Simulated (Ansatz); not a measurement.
Cd

```
Cd
1.0
     2.95847    0.00000    0.00000
    -1.47924    2.56211    0.00000
     0.00000    0.00000    5.88593
Cd
2
Direct
  0.33333 0.66667 0.25000
  0.66667 0.33333 0.75000
```

Atom numbers follow the list: Cd1, Cd2.

Structure from Materials Project entry mp-94 (possibly hypothetical), not relaxed further.

Theory: DFT, PBEsol, all-electron LAPW, scalar-relativistic in Ansatz 0.2.0.

Numerical set-up: a Γ-centred 14×14×6 k mesh, Fermi–Dirac smearing of 0.03 eV, basis error target 0.25 meV/atom, no spin polarisation.

```
Pressure at this cell                             : -2.21 GPa
Band gap                                          : none: bands cross the Fermi level, a metal
Density of states at the Fermi level (0.2 eV bin) : 0.57 states/eV per cell
Volume per atom                                   : 22.31 Å³
```
